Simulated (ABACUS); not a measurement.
The system is Rh.

```xyz
1
Lattice="-0.0393 1.8831 1.9625 1.9019 0.0328 1.8903 1.9247 1.8337 0.0101" Properties=species:S:1:pos:R:3 pbc="T T T"
Rh   -0.0047   -0.0016    0.0159
```

The cell isn't the ideal one: cell strained at random at fixed volume.

Base run:

| Property | Result |
| --- | --- |
| Program | ABACUS 3.10.1 |
| Functional | PBE |
| Potentials or basis | PseudoDojo NC SR 0.4.1 PBE standard |
| Cutoff | 1211 eV |
| Density cutoff | 4844 eV |
| Basis | plane waves |
| k mesh | 12 × 12 × 12 |
| Occupations | fermi-dirac, width 0.05 eV |
| Spin | no spin polarisation |

Its results: band gap on the k mesh none (metal or under the smearing width); pressure 9.0 GPa.

Task: The run is repeated on the same cell with these changes: cutoff from 1211 eV to 1361 eV; density cutoff from 4844 eV to 5442 eV; basis from plane waves to DZP LCAO (the cutoffs set its grid). What comes out?

Result: Band gap on the k mesh none (metal or under the smearing width); pressure 10.4 GPa.

Caveats: the atomic orbitals were generated for these runs and aren't a published set (some runs); the basis of atomic orbitals isn't converged, which shifts pressures, moduli and gaps (some runs).
